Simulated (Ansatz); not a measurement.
# Gallium, A15 under revPBE: relaxation and energy, part 2 of 2

What does revPBE give for gallium in the A15 structure? We relax it, then solve it on a dense k-mesh. Spin polarisation is left out. The k-meshes are 5×5×5 for the relaxation; 6×6×6 for the dense run.

Ansatz 0.2.0; DFT, revPBE, plane waves (420 eV) with PAW, scalar-relativistic.

### 3 The energy on a finer k-mesh

Contents of input.yaml:

```yaml
crystal:
  lattice:
    - [5.4308846513, 0.0, 0.0]
    - [0.0, 5.4308846513, 0.0]
    - [0.0, 0.0, 5.4308846513]
  atoms:
    - { symbol: Ga, position: [0.0, 1.0, 1.0] }
    - { symbol: Ga, position: [0.5, 0.5, 0.5] }
    - { symbol: Ga, position: [0.25, 0.0, 0.5] }
    - { symbol: Ga, position: [0.75, 0.0, 0.5] }
    - { symbol: Ga, position: [0.5, 0.25, 1.0] }
    - { symbol: Ga, position: [0.5, 0.75, 0.0] }
    - { symbol: Ga, position: [1.0, 0.5, 0.25] }
    - { symbol: Ga, position: [1.0, 0.5, 0.75] }
hamiltonian:
  xc: revpbe
  pseudopotentials:
    kind: paw
    azcp:
      Ga: "pseudopotentials/Ga.paw.azcp"
basis:
  ecutwfc: 420
  fft_grid_basis: typed
kpoints:
  mp_grid: { grid: [6, 6, 6], shift: [0, 0, 0] }
magnetization:
  spin_polarized: false
scf:
  occupations: { method: fermi_dirac, width: 0.1 }
output:
  write_density: true
  write_potential: true
  elf: true
  volumetric_format: npy
```

On the command line:

```
ansatz run input.yaml --threads 4 --pin off --max-ram 8192MiB --backend cpu --events-out ev --progress --plain --runs-dir out
```

What it wrote:

```text
Warning: RAYON_NUM_THREADS=4 ignored (pool sized by the plan → 4); use --threads N
Engine: ansatz 0.2.0, aarch64-unknown-linux-gnu
Pseudopotentials: kind: paw
Pseudopotential: Ga, paw, valence charge 13, recommended cutoff 420 eV (normal), <dir>
Functional definition: revPBE
  parameter kappa = 1.245
  parameter beta = 0.06672455060314922
  exchange = pbe_x(kappa = kappa, mu = beta*pi^2/3)
  correlation = pbe_c(beta = beta)
Crystal: 8 atoms, lattice volume = 160.181 Å³
Basis set: ecut = 420 eV, 3119 PW (Γ)
Bands: 63, of which v1, the nominal top of the filled ones, is band 52 counted from 1 (51 counted from 0)
Symmetry: 48 space group operations
Space group: Pm-3n (ITA 223), of the structure as read, at distance tolerance 5.4e-5 Å
k-points: 20 of 216
Non-local potential: Ga, projectors of the file, l = 0: 2, l = 1: 2, l = 2: 3, l = 3: 1
PAW form: soft (Blöchl's): semilocal exchange-correlation on the pseudo side does not see the compensation charge
PAW frozen core: Ga, regenerated for the run's functional, and the local potential with it (the file was generated under x = pbe(κ = 0.804, μ = 0.2195149727645171), c = pbe(β = 0.06672455060314922))
PAW one-centre angular grid: Ga, 590 points (default); XC on 64 Gauss nodes
Initial density: superposition of atomic densities (neutral atoms: chi_scale 0, normalization atom), corrected by the library's trained network
Initial wavefunctions: pseudopotential atomic-orbital guess
Functional: x = revpbe(κ = 1.245, μ = 0.2195149727645171), c = pbe(β = 0.06672455060314922)
SCF iter   1: F=—  HF=-30295.644832 eV  |F-HF|=—  |Δ(HF+E_count)|=         —  Δρ=4.45e-3  dr2=1.18e-2  ethr=1.77e-3  ⟨swp⟩=5.8  Hψ=4334  notcnv=0  defer=2
preconditioner: auto → Kerker (q_TF=auto, 2.539 Å⁻¹)  [metal: Δε(μ)=0.062 eV  Ē_g=15.342 eV  σ=0.100 eV  W_gap=0.15  n_scr=32 (ndim 8)  ℏωp=29.9 eV  f_vac=0.000  D(μ)=4.26/eV (n_scr^D=26)]
SCF iter   2: F=—  HF=-30295.639339 eV  |F-HF|=—  |Δ(HF+E_count)|=   5.49e-3  Δρ=1.69e-3  dr2=3.48e-3  ethr=1.14e-5  ⟨swp⟩=2.0  Hψ=2303  notcnv=0  defer=1
SCF iter   3: F=—  HF=-30295.638665 eV  |F-HF|=—  |Δ(HF+E_count)|=   6.74e-4  Δρ=1.15e-3  dr2=1.42e-3  ethr=3.35e-6  ⟨swp⟩=2.1  Hψ=2271  notcnv=0  defer=1
SCF iter   4: F=—  HF=-30295.638441 eV  |F-HF|=—  |Δ(HF+E_count)|=   2.25e-4  Δρ=1.66e-4  dr2=6.83e-5  ethr=1.36e-6  ⟨swp⟩=1.9  Hψ=1350  notcnv=0  defer=1
SCF iter   5: F=—  HF=-30295.638435 eV  |F-HF|=—  |Δ(HF+E_count)|=   5.69e-6  Δρ=5.76e-5  dr2=3.34e-6  ethr=6.56e-8  ⟨swp⟩=2.7  Hψ=2400  notcnv=0  defer=1
SCF iter   6: F=—  HF=-30295.638433 eV  |F-HF|=—  |Δ(HF+E_count)|=   1.91e-6  Δρ=2.36e-5  dr2=6.45e-7  ethr=3.21e-9  ⟨swp⟩=2.0  Hψ=2261  notcnv=0  defer=1
SCF iter   7: F=—  HF=-30295.638433 eV  |F-HF|=—  |Δ(HF+E_count)|=   3.55e-7  Δρ=1.01e-5  dr2=1.02e-7  ethr=6.20e-10  ⟨swp⟩=2.0  Hψ=2273  notcnv=0  defer=1
SCF iter   8: F=-30295.638433 eV  HF=-30295.638433 eV  |F-HF|=3.42e-9  |Δ(HF+E_count)|=   3.23e-8  Δρ=1.85e-6  dr2=5.34e-9  ethr=9.62e-11  ⟨swp⟩=5.8  Hψ=3643  notcnv=0
SCF 1 converged in 8 iterations: F = -30295.638433 eV  dr2 = 5.34e-9
SCF converged after 8 iterations
Free energy (F): -30295.638433 eV
Harris-Foulkes:  -30295.638433 eV  (|F-HF|=3.42e-9)
Internal energy: -30295.504822 eV  (E = F + TS)
E sigma→0 (E₀):  -30295.571627 eV
Entropy (-TS):   -0.133611 eV (-16.701 meV/atom)
Fermi energy:    9.027135 eV
--- Per-component energies (eV) ---
  E_band       = -345.707497
  E_kinetic    = 911.371532
  E_local      = -14633.237357  (includes V_loc(G=0)·N_el)
  E_nonlocal   = 3376.161042
  E_hartree    = 6848.994742
  E_xc         = -552.967375
  E_vxc        = -460.444068  (∫ρ·V_xc dr)
  E_paw        = -15914.866868  (= ΣΔE_a)
  E_vpaw       = -3237.541427  (= ΣTr[D̂ρ^β])
  E_aug_tail   = -0.000810  (compensation charges beyond the density's cutoff)
  E_ewald      = -10330.244775
  E_core_change = -0.714952  (= ΣΔE_core)
  E_smearing   = -0.133611  (= −TS)
  E_closure    = -0.000000  (closes the sum)
  Σ components = -30295.638433   (vs F -30295.638433, Δ=0.00e0)
--- Band table (eV; the first three rows and the last of 20) ---
  k-point 0: bands = ["-5.9908", "-5.9908", "-5.9869", "-5.8832", "-5.8832", "-5.8832", "-5.8441", "-5.8441", "-5.8205", "-5.8205", "-5.8205", "-5.8179", "-5.8139", "-5.8139", "-5.8139", "-5.7929", "-5.7461", "-5.7461", "-5.7461", "-5.7394", "-5.7394", "-5.7224", "-5.7224", "-5.7224", "-5.7139", "-5.7139", "-5.7139", "-5.6938", "-5.6938", "-5.6454", "-5.6454", "-5.6165", "-5.6165", "-5.6165", "-5.6119", "-5.6119", "-5.6119", "-5.5527", "-5.5527", "-5.5527", "-1.5652", "3.1024", "3.1024", "3.1909", "4.2687", "4.2687", "4.2687", "7.4491", "7.8805", "7.8805", "8.6735", "8.6735", "8.6735", "9.1409", "9.1409", "9.1409", "10.3174", "10.3174", "10.3174", "11.7018", "14.0447", "14.0447", "14.0447"]
  k-point 1: bands = ["-5.9897", "-5.9872", "-5.9613", "-5.8961", "-5.8764", "-5.8764", "-5.8455", "-5.8403", "-5.8347", "-5.8347", "-5.8291", "-5.8184", "-5.8141", "-5.7977", "-5.7977", "-5.7882", "-5.7600", "-5.7600", "-5.7513", "-5.7413", "-5.7218", "-5.7190", "-5.7190", "-5.7164", "-5.7151", "-5.7013", "-5.7013", "-5.6962", "-5.6952", "-5.6496", "-5.6359", "-5.6276", "-5.6276", "-5.6183", "-5.6183", "-5.6157", "-5.6119", "-5.5804", "-5.5469", "-5.5469", "-1.4225", "2.0142", "3.2335", "3.2967", "4.4155", "4.4155", "5.4993", "6.6101", "6.8880", "7.8835", "7.8876", "7.8876", "9.0433", "9.0433", "9.9526", "10.3829", "10.4565", "11.2518", "11.5067", "11.5067", "12.8606", "12.8606", "13.4533"]
  k-point 2: bands = ["-5.9870", "-5.9852", "-5.9094", "-5.8973", "-5.8641", "-5.8641", "-5.8615", "-5.8465", "-5.8465", "-5.8295", "-5.8185", "-5.8182", "-5.8151", "-5.7918", "-5.7832", "-5.7832", "-5.7763", "-5.7611", "-5.7611", "-5.7302", "-5.7283", "-5.7283", "-5.7170", "-5.7015", "-5.6998", "-5.6997", "-5.6846", "-5.6788", "-5.6788", "-5.6593", "-5.6546", "-5.6537", "-5.6537", "-5.6311", "-5.6311", "-5.6285", "-5.6140", "-5.6120", "-5.5371", "-5.5371", "-0.9922", "0.7402", "3.6232", "3.6976", "4.8443", "4.8443", "5.2618", "5.4245", "6.6859", "6.6859", "8.0290", "8.2771", "9.3621", "9.3621", "9.8014", "10.8701", "11.5319", "11.5319", "12.3633", "12.4448", "12.4452", "13.0405", "13.5949"]
  k-point 19: bands = ["-5.8529", "-5.8529", "-5.8529", "-5.8529", "-5.8513", "-5.8513", "-5.8513", "-5.8513", "-5.8513", "-5.8513", "-5.7999", "-5.7999", "-5.7999", "-5.7999", "-5.7999", "-5.7999", "-5.7384", "-5.7384", "-5.7266", "-5.7266", "-5.7266", "-5.7266", "-5.7266", "-5.7266", "-5.7183", "-5.7183", "-5.7183", "-5.7183", "-5.7183", "-5.7183", "-5.6447", "-5.6447", "-5.6447", "-5.6447", "-5.6447", "-5.6447", "-5.6273", "-5.6273", "-5.6273", "-5.6273", "2.2999", "2.2999", "2.2999", "2.2999", "2.2999", "2.2999", "2.3721", "2.3721", "11.8620", "11.8620", "11.8620", "11.8620", "11.8620", "11.8620", "12.4352", "12.4352", "13.0632", "13.0632", "13.0632", "13.0632", "13.0747", "13.0747", "13.0747"]
```

Run time: 3.4 s. Hardware: 4 threads of Arm Neoverse V2, shared host; peak memory 0.59 GiB.

Density in a lattice plane of the grid's cell (edges 5.43 and 5.43 Å, at 0.000 of the third edge), which holds Ga.

Ten even steps from '0' (0.09 e/Å³) to '9' (52.16 e/Å³):
```
420000000000000000000002
000000000000000000000000
000000000000000000000000
000000000000000000000000
000000000000000000000000
000000000000000000000000
000000000000000000000000
000000000000000000000000
000002420000000002420000
000015951000000015951000
000002420000000002420000
000000000000000000000000
000000000000000000000000
000000000000000000000000
000000000000000000000000
000000000000000000000000
000000000000000000000000
000000000000000000000000
420000000000000000000002
951000000000000000000015
```
Columns run along the first of these edges and rows up along the second, over one cell in 24 and 20 even steps from the bottom left corner. Atoms in the plane (fractional): Ga at (0.00, 0.00), Ga at (0.25, 0.50), Ga at (0.75, 0.50).

ELF in the same plane.

Ten even steps from ' ' (0.06) to '@' (0.52):
```
    ..====++++++++**##%%%%%%##**++++++++====..  
..::--==++++++====++**######**++====++++++==--::
====++++++++==----====++++++====----==++++++++==
++++++**++++==----------------------==++++**++++
******++++++++++==----::::::----==++++++++++****
++++****++++++++++++==------==++++++++++++****++
******++++======++++++++++++++++++======++++****
####++++--::..::--++++######++++--::..::--++++##
%%##++==..      ..==++##%%##++==..      ..==++##
%%##++--    @@    --++##%%##++--    @@    --++##
%%##++==..      ..==++##%%##++==..      ..==++##
####++++--::..::--++++######++++--::..::--++++##
******++++======++++++++++++++++++======++++****
++++****++++++++++++==------==++++++++++++****++
******++++++++++==----::::::----==++++++++++****
++++++**++++==----------------------==++++**++++
====++++++++==----====++++++====----==++++++++==
..::--==++++++====++**######**++====++++++==--::
    ..====++++++++**##%%%%%%##**++++++++====..  
@@    --==++**++**##%%%%%%%%%%##**++**++==--    
```
Columns run along the first of these edges and rows up along the second, over one cell in 24 and 20 even steps from the bottom left corner. Atoms in the plane (fractional): Ga at (0.00, 0.00), Ga at (0.25, 0.50), Ga at (0.75, 0.50).

Both are smooth fields of the valence electrons: close to the nuclei they are not physical.

The highest ELF values outside the cores: 0.47 on the Ga–Ga line, 1.4 Å from Ga.

### 4 What came out

What follows sums up all 2 parts.

```
                      quantity                               value
space group (spins left aside)                     Pm-3n (No. 223)
             conventional cell                         a = 5.431 Å
                        volume                      20.023 Å³/atom
             shortest distance                             2.715 Å
               gap on the mesh        none (levels filled in part)
   relative to alpha-Ga (Cmce)                        +50 meV/atom
 highest ELF outside the cores  0.47, 1.36 Å from the nearest atom
```

From the guessed start the volume grew by 2.2 % in 4 steps. Against the reference form of gallium (alpha-Ga (Cmce), computed apart with the same settings) it stands 50 meV/atom higher. No gap shows: it is a metal or semimetal at this level. The symmetry was held, so the structure may be unstable against distortions that break it.
